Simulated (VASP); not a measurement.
# VASP 6.6.1 run: BaHfO3

INCAR

```
PREC = Accurate
SIGMA = 0.02
MAGMOM = 2 2 2 -2 2
LASPH = .TRUE.
EDIFF = 1E-7
ISPIN = 2
ISMEAR = -1
IBRION = -1
GGA = PE
ISIF = 2
LCHARG = .FALSE.
NBANDS = 27
NSW = 0
LREAL = .FALSE.
LWAVE = .FALSE.
ENCUT = 520
NELM = 120
```

KPOINTS

```
KPOINTS created by Atomic Simulation Environment
0
Gamma
6 6 6
0 0 0
```

POSCAR

```
Ba Hf O
 1.0000000000000000
     4.2188293585999999    0.0000000000000000    0.0000000000000000
     0.0000000000000000    4.2188293585999999    0.0000000000000000
     0.0000000000000000    0.0000000000000000    4.2188293585999999
 Ba  Hf  O
   1   1   3
Cartesian
  0.0000000000000000  0.0000000000000000  0.0000000000000000
  2.1094146792999999  2.1094146792999999  2.1094146792999999
  2.1094146792999999  2.1094146792999999  0.0000000000000000
  2.1094146792999999  0.0000000000000000  2.1094146792999999
  0.0000000000000000  2.1094146792999999  2.1094146792999999
```

The recommended PBE PAW datasets give the neutral cell 38 valence electrons.

Command

```
mpirun -np 1 vasp_std
```

OSZICAR

```
N       E                     dE             d eps       ncg     rms          rms(c)
DAV:   1     0.221141862658E+03    0.22114E+03   -0.20823E+04  4320   0.136E+03
DAV:   2    -0.322557322070E+02   -0.25340E+03   -0.24487E+03  5312   0.315E+02
DAV:   3    -0.448884790666E+02   -0.12633E+02   -0.12574E+02  5726   0.663E+01
DAV:   4    -0.451025728741E+02   -0.21409E+00   -0.21389E+00  6026   0.790E+00
DAV:   5    -0.451069281905E+02   -0.43553E-02   -0.43550E-02  5697   0.767E-01    0.595E+01
DAV:   6    -0.434511848627E+02    0.16557E+01   -0.34038E+01  4900   0.327E+01    0.481E+01
DAV:   7    -0.435843148520E+02   -0.13313E+00   -0.22933E+00  5339   0.880E+00    0.326E+01
DAV:   8    -0.435932314215E+02   -0.89166E-02   -0.46408E-01  5037   0.502E+00    0.105E+01
DAV:   9    -0.435559016321E+02    0.37330E-01   -0.74284E-02  5543   0.180E+00    0.216E+00
DAV:  10    -0.435527248049E+02    0.31768E-02   -0.16435E-02  5263   0.826E-01    0.710E-01
DAV:  11    -0.435531962504E+02   -0.47145E-03   -0.23167E-03  5379   0.318E-01    0.223E-01
DAV:  12    -0.435533165746E+02   -0.12032E-03   -0.18077E-04  5389   0.892E-02    0.411E-02
DAV:  13    -0.435533460672E+02   -0.29493E-04   -0.16294E-05  5335   0.271E-02    0.231E-02
DAV:  14    -0.435533680781E+02   -0.22011E-04   -0.16908E-05  4993   0.265E-02    0.217E-02
DAV:  15    -0.435533721160E+02   -0.40380E-05   -0.48113E-06  5604   0.132E-02    0.575E-03
DAV:  16    -0.435533722609E+02   -0.14488E-06   -0.42133E-07  5928   0.382E-03    0.540E-03
DAV:  17    -0.435533721173E+02    0.14365E-06   -0.13009E-07  4412   0.225E-03    0.260E-03
DAV:  18    -0.435533720651E+02    0.52209E-07   -0.14009E-08  2622   0.759E-04
   1 F= -.43553372E+02 E0= -.43553372E+02  d E =-.175136E-11  mag=    -0.0000
```

Standard output (part)

```
POSCAR found type information on POSCAR BaHfO
 POSCAR found :  3 types and       5 ions
 LDA part: xc-table for (Slater+PW92), standard interpolation
 POSCAR, INCAR and KPOINTS ok, starting setup
 WAVECAR not read
 entering main loop
```

It converged. Results: pressure -1.9 GPa; magnetic moment of the cell 0.00 μB.

For comparison, a separate PBE run of the intended cell, on usual settings and not on those above, gives a gap of 3.52 eV on its mesh and a pressure of -1.9 GPa.

The run above took about 100 s on one core of a shared host (Intel Xeon Platinum 8488C) and held 0.29 GiB at most.
